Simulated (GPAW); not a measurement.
Sb:

```
CELL_PARAMETERS angstrom
0.17336 2.38853 2.49587
2.41731 0.06469 2.60454
2.32045 2.40035 0.16154
ATOMIC_POSITIONS crystal
Sb 0.00000 0.00000 0.00000
```

This isn't the form of Sb at room conditions, which is rhombohedral.

The cell isn't the ideal one: cell sheared at random, sigma 0.03, atoms nudged by 0.01 Å.

* Program: GPAW 26.7.0
* Task: relaxation of cell and atoms
* Functional: r2SCAN
* Dispersion: D4
* Potentials or basis: GPAW PAW data sets (gpaw-data 1.2.1)
* Cutoff: 600 eV
* Basis: pw
* k mesh: 6 × 6 × 6
* Occupations: fermi-dirac, width 0.05 eV
* Spin: no spin polarisation

At the start: pressure 1.0 GPa; volume 26.53 Å³/atom.

Q: Where does the relaxation end?

A: Over 19 steps the energy falls by 100.1 meV/atom and the volume is 26.78 Å³/atom (+1.0 %); space group C2/m (No. 12, to 0.05 Å).

Step by step:
```
step  energy change (eV)  largest force (eV/Å)  pressure (GPa)  volume (Å³)
   1              0.0000                0.0000            0.98        26.53
   2             -0.0120                0.0000            0.34        26.71
   3              0.0521                0.0000           -6.13        30.65
   4             -0.0105                0.0000           -3.40        28.65
   5              0.0295                0.0000            4.56        25.34
   6             -0.0434                0.0000           -1.58        27.49
   7             -0.0507                0.0000           -0.76        27.04
   8             -0.0581                0.0000           -0.45        26.85
   9             -0.0547                0.0000            0.58        26.57
  10             -0.0710                0.0000           -0.42        26.89
  11             -0.0823                0.0000           -2.03        27.60
  12             -0.0922                0.0000           -1.22        27.23
  13             -0.0955                0.0000           -0.93        27.11
  14             -0.0966                0.0000            0.31        26.70
  15             -0.0974                0.0000            0.10        26.77
  16             -0.0989                0.0000           -0.47        26.98
  17             -0.0997                0.0000            0.23        26.70
  18             -0.1001                0.0000            0.01        26.78
  19             -0.1001                0.0000           -0.03        26.78
```

Final structure:
```
Sb
1.0
     0.21918    2.06598    2.52682
     2.79731   -0.01860    2.71342
     2.58705    2.05903    0.20225
Sb
1
Cartesian
  0.0000 0.0000 0.0000
```

Caveat: the k mesh is coarse (spacing up to 0.40 Å⁻¹), so the values aren't converged; later steps reuse the first step's grids; the PAW data sets were made with another functional, which shifts forces and pressure a little; pairwise dispersion overbinds metals, which lowers pressure and volume.
